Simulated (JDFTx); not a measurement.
ZrB2:

```
CELL_PARAMETERS angstrom
3.17000 0.00000 0.00000
-1.58500 2.74530 0.00000
0.00000 0.00000 3.53300
ATOMIC_POSITIONS crystal
Zr 0.00000 0.00000 0.00000
B 0.66667 0.33333 0.50000
B 0.33333 0.66667 0.50000
```

Base run:

```yaml
Program: JDFTx 1.7.0 (patched build)
Functional: PBE
Potentials_or_basis: PseudoDojo-SR-PBE-0.5-standard
Cutoff: 1034 eV
Density_cutoff: 4136 eV
k_mesh: 10 × 10 × 8
Occupations: fermi-dirac, width 0.05 eV
Spin: no spin polarisation
```

Its results: band gap on the k mesh none (metal or under the smearing width); pressure 0.8 GPa.

Problem. The run is repeated on the same cell with these changes: functional from PBE to PBEsol; potentials or basis from PseudoDojo-SR-PBE-0.5-standard to PseudoDojo-SR-PBEsol-0.4.1-standard with smoothed tails; density cutoff from 4136 eV to 8272 eV. What comes out?

Solution. Band gap on the k mesh none (metal or under the smearing width); pressure -3.7 GPa.

Caveats: the empty levels aren't tightly converged.

Not every run made on this cell is shown here.
